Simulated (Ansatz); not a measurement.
# AlCu: the cost of one run

Method: DFT PBE, scalar-relativistic, plane waves, PAW, in Ansatz 0.2.0.

## Step 1: The system as given

Symmetry: R-3m, No. 166, trigonal system. The conventional cell has a = 2.718 Å, b = 2.718 Å, c = 13.315 Å, α = 90.00°, β = 90.00°, γ = 120.00°. Al (site symmetry -3m) has 6 Al at 2.72 Å and 6 Cu at 2.72 Å as nearest neighbours. Around Cu (site symmetry -3m) lie 6 Cu at 2.72 Å and 6 Al at 2.72 Å.

Coordinates:

```cif
data_structure
_symmetry_space_group_name_H-M 'R-3m:H'
_symmetry_Int_Tables_number 166
_cell_length_a 2.7180
_cell_length_b 2.7180
_cell_length_c 13.3154
_cell_angle_alpha 90.000
_cell_angle_beta 90.000
_cell_angle_gamma 120.000
_cell_volume 85.19
loop_
_atom_site_label
_atom_site_type_symbol
_atom_site_symmetry_multiplicity
_atom_site_Wyckoff_symbol
_atom_site_fract_x
_atom_site_fract_y
_atom_site_fract_z
_atom_site_occupancy
Al1 Al 3 b 0.66667 0.33333 0.83333 1
Cu1 Cu 3 a 0.00000 0.00000 0.00000 1
```

The start is an ordering of an alloy on its end members' structure types: elements ordered on the sites of the Au type, Cu/Al on Au (R-3m, No. 166).

## Step 2: The guess as it stands, on a coarse mesh

input.yaml

```yaml
crystal:
  lattice:
    - [1.35899723, 0.78461742, 4.43846637]
    - [-1.35899723, 0.78461742, 4.43846637]
    - [0.0, -1.56923484, 4.43846637]
  atoms:
    - { symbol: Al, position: [0.5, 0.5, 0.5] }
    - { symbol: Cu, position: [0.0, 0.0, 0.0] }
basis:
  ecutwfc: 420
kpoints:
  mp_grid: { grid: [6, 6, 6] }
hamiltonian:
  xc: pbe
scf:
  occupations: { method: gaussian, width: 0.1 }
  lower_state_search: "off"
output:
  forces: true
  stress: true
  eigenvalues: true
```

Launch:

```
> ansatz run input.yaml --threads 1 --pin off --max-ram 2560MiB --backend cpu --events-out ev --progress --plain --runs-dir out
```

Q: Estimate wall time and peak memory on 1 thread of Intel Xeon at 2.70GHz, shared host.

About 1 s, with a peak of 0.31 GiB.
